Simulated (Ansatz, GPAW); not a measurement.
This is a calculation of ZnS for Ansatz 0.2.0. 

The input input.yaml:

```yaml
crystal:
  lattice:
    - [0.0, 2.702, 2.702]
    - [2.702, 0.0, 2.702]
    - [2.702, 2.702, 0.0]
  atoms:
    - { symbol: Zn, position: [0.75, 0.75, 0.75] }
    - { symbol: S, position: [0.0, 0.0, 0.0] }
kpoints:
  mp_grid: { grid: [9, 9, 9] }
scf:
  occupations: { method: gaussian, width: 0.027 }
hamiltonian:
  xc: pbe
  pseudopotentials: { kind: all_electron, lapw: { basis_error: 0.001 } }
output:
  forces: true
  stress: true
  eigenvalues: true
```

Potentials or basis: all-electron LAPW, scalar-relativistic.

The run is started by

```sh
$ ansatz run input.yaml --threads 1 --pin off --max-ram 3072MiB --backend cpu --events-out ev --progress --plain --runs-dir out
```

**Question.** Set up the same calculation for GPAW 26.7.0 (ASE script). Potentials or basis there: GPAW PAW data sets (gpaw-data 1.2.1), cutoff 600 eV.

**Answer.** As run (cutoffs and basis follow the program's own potentials, and thresholds, step limits or extra output files can differ):

Contents of run.py:

```python
from ase import Atoms
from ase.dft.bandgap import bandgap
from ase.io import write
from ase.units import GPa
from gpaw import GPAW, PW

atoms = Atoms(['Zn', 'S'],
              cell=[[0.0, 2.702, 2.702],
                    [2.702, 0.0, 2.702],
                    [2.702, 2.702, 0.0]],
              scaled_positions=[[0.75, 0.75, 0.75],
                                [0.0, 0.0, 0.0]],
              pbc=True)

calc = GPAW(mode=PW(600),
            xc='PBE',
            kpts={'size': (9, 9, 9), 'gamma': True},
            occupations={'name': 'methfessel-paxton', 'order': 0, 'width': 0.027000000000000003},
            nbands=18,
            convergence={'density': 1e-05, 'energy': 1e-05},
            maxiter=150,
            txt='gpaw.txt')
atoms.calc = calc
energy = atoms.get_potential_energy()
forces = atoms.get_forces()
stress = atoms.get_stress()
calc.write('gs.gpw')
write('result.traj', atoms)
print(f'Energy: {energy:.6f} eV')
print('Forces (eV/A):')
print(forces.round(4))
print('Stress (GPa):', (stress / GPa).round(3))
print('Fermi level:', round(calc.get_fermi_level(), 4), 'eV')
print(f'Gap: {bandgap(calc)[0]:.4f} eV, direct: {bandgap(calc, direct=True)[0]:.4f} eV')
```

Potentials or basis: GPAW PAW data sets (gpaw-data 1.2.1), pw.

Launch:

```bash
$ OMP_NUM_THREADS=1 python run.py
```

Both were run:

|  | Ansatz | GPAW |
| --- | --- | --- |
| Pressure | 1.6 GPa | 1.6 GPa |

Where Ansatz's input types no cutoff or centring, it takes its own default and a Γ-centred mesh.

Pressure is positive in compression.
